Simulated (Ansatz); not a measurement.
Convergence of W

```
W
1.0
    -1.59730    1.59730    1.59730
     1.59730   -1.59730    1.59730
     1.59730    1.59730   -1.59730
W
1
Direct
  0.00000 0.00000 0.00000
```

The cell is a measured one (Crystallography Open Database entry 9006499); the temperature and pressure of the measurement aren't taken into account, and nothing was relaxed. It was measured hot, at 2171 K.

Spin–orbit coupling is left out, though it moves levels of the heavy atoms by tenths of an eV or more.

These are results of DFT, PBE, all-electron LAPW, scalar-relativistic in Ansatz 0.2.0, not measurements.

Sampling and basis: a Γ-centred 14×14×14 k mesh, Fermi–Dirac smearing of 0.03 eV, basis error target 1 meV/atom, no spin polarisation. One setting is then changed at a time.

```json
{"basis error target (meV/atom)": "1 (base)", "free energy less the base's (meV/atom)": "0.0", "P (GPa)": "-2.50", "cutoff chosen (eV)": "279"}
{"basis error target (meV/atom)": "3", "free energy less the base's (meV/atom)": "0.4", "P (GPa)": "-2.49", "cutoff chosen (eV)": "245"}
{"basis error target (meV/atom)": "10", "free energy less the base's (meV/atom)": "2.0", "P (GPa)": "-2.47", "cutoff chosen (eV)": "209"}
{"basis error target (meV/atom)": "30", "free energy less the base's (meV/atom)": "6.5", "P (GPa)": "-2.39", "cutoff chosen (eV)": "179"}
{"basis error target (meV/atom)": "0.1", "free energy less the base's (meV/atom)": "-0.2", "P (GPa)": "-2.50", "cutoff chosen (eV)": "356"}
```
